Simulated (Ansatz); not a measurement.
Crystal: CuO.

```xyz
4
Lattice="2.8795 0.0000 0.0000 0.0391 2.8793 0.0000 0.0175 0.0172 5.1763" Properties=species:S:1:pos:R:3 pbc="T T T"
Cu    0.0195    1.4396    0.0000
Cu    1.4485    0.0086    2.5882
O     2.8881    0.0177    3.8817
O     0.0479    2.8788    1.2947
```

The cell comes from a database or a generator and needn't be the stable form of this composition.

```yaml
Program: Ansatz 0.2.0
Task: relaxation of cell and atoms
Functional: PBEsol
Potentials_or_basis: all-electron LAPW, scalar-relativistic
Basis_error_allowed: 0.002 eV/atom
k_mesh: 9 × 9 × 5
Occupations: fermi-dirac, width 0.05 eV
Spin: no spin polarisation
```

At the start: volume 10.73 Å³/atom.

Where does the relaxation end?

Over 7 steps the energy falls by 2.4 meV/atom and the volume is 10.67 Å³/atom (-0.6 %); space group P4_2/mmc (No. 131, to 0.05 Å).

The path:
```
step  energy change (eV)  largest force (eV/Å)  volume (Å³)
   1              0.0000                0.0126        42.92
   2             -0.0071                0.0092        42.82
   3             -0.0095                0.0034        42.65
   4             -0.0095                0.0024        42.67
   5             -0.0096                0.0010        42.68
   6             -0.0096                0.0009        42.67
   7             -0.0096                0.0008        42.67
```

Final structure:
```
Cu O
1.0
     2.89527   -0.01890   -0.00389
     0.02039    2.89509   -0.00384
     0.01048    0.01042    5.09033
Cu O
2 2
Direct
  0.00000 0.50000 0.00000
  0.50000 0.00000 0.50000
  0.99975 0.00025 0.75000
  0.00025 0.99975 0.25000
```

Caveat: the run has no spin polarisation, though such a crystal can be magnetic.
